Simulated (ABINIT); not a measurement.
Crystal: Hf.

```
Hf
1.0
     3.19670    0.00000    0.00000
    -1.59835    2.76842    0.00000
     0.00000    0.00000    5.05780
Hf
2
Cartesian
  1.5984 0.9228 3.7934
  0.0000 1.8456 1.2645
```

Program: ABINIT 10.8.3 (patched build). Alike in all runs: no spin polarisation; cell as given; smearing fermi-dirac 0.05 eV.

Question: Order these runs on this cell by their pressure, lowest first.
A. level RPBE; potentials or basis JTH PAW PBE v2.0; k mesh 10 × 10 × 5; cutoff (eV) 517; fine-grid cutoff 1034.03 eV; mesh quality not flagged
B. level PBE; potentials or basis JTH PAW PBE v2.0; k mesh 6 × 6 × 3; cutoff (eV) 517; fine-grid cutoff 1034.03 eV; mesh quality coarse
C. level PBEsol; potentials or basis PseudoDojo NC SR PBEsol v0.4.1 standard; k mesh 10 × 10 × 5; cutoff (eV) 789; mesh quality not flagged
D. level LDA; potentials or basis JTH PAW LDA v2.0; k mesh 8 × 8 × 4; cutoff (eV) 463; fine-grid cutoff 925.187 eV; mesh quality not flagged

Answer: D (-8.1 GPa), C (-3.6 GPa), B (1.3 GPa), A (3.3 GPa).

Caveats: some runs use coarse meshes; the PAW data sets were made with another functional, which shifts forces and pressure a little (some runs).

Not every run made on this cell is shown here.
